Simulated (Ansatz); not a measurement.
Runs of Ansatz 0.2.0 on Be. Symmetry: P6_3/mmc, No. 194, hexagonal system. Conventional cell: a = 2.285 Å, b = 2.285 Å, c = 3.584 Å, α = 90.00°, β = 90.00°, γ = 120.00°. Be (site symmetry -6m2) is surrounded by 12 Be at 2.23 to 2.29 Å. 

```csv
task,level,k mesh,cutoff (eV),smearing,gap on the mesh (eV),pressure (GPa)
single point,LDA+D4,13 × 13 × 8,141,gaussian 0.1 eV,none,(a)
single point,LDA,13 × 13 × 8,141,gaussian 0.05 eV,none,-8.3
single point,RPBE,13 × 13 × 8,140,gaussian 0.02 eV,-,0.2
single point,PBE,13 × 13 × 8,140,gaussian 0.1 eV,none,-2.8
phonons,LDA,10 × 10 × 6,156,gaussian 0.05 eV,none,-
```

Alike in all rows: potentials or basis all-electron LAPW, scalar-relativistic; no spin polarisation; cell as given; basis error allowed 0.001 eV/atom.

**Question.** Estimate the missing entries.

**Answer.** (a) -10.4.

Caveats: pairwise dispersion overbinds metals, which lowers pressure and volume (some runs); the dispersion damping was fitted for another functional or another form of the correction (some runs); the k mesh is thin for a metal, which can move the energy by tens of meV per atom (some runs).

A gap of «none» marks a metal or a gap under the smearing width.
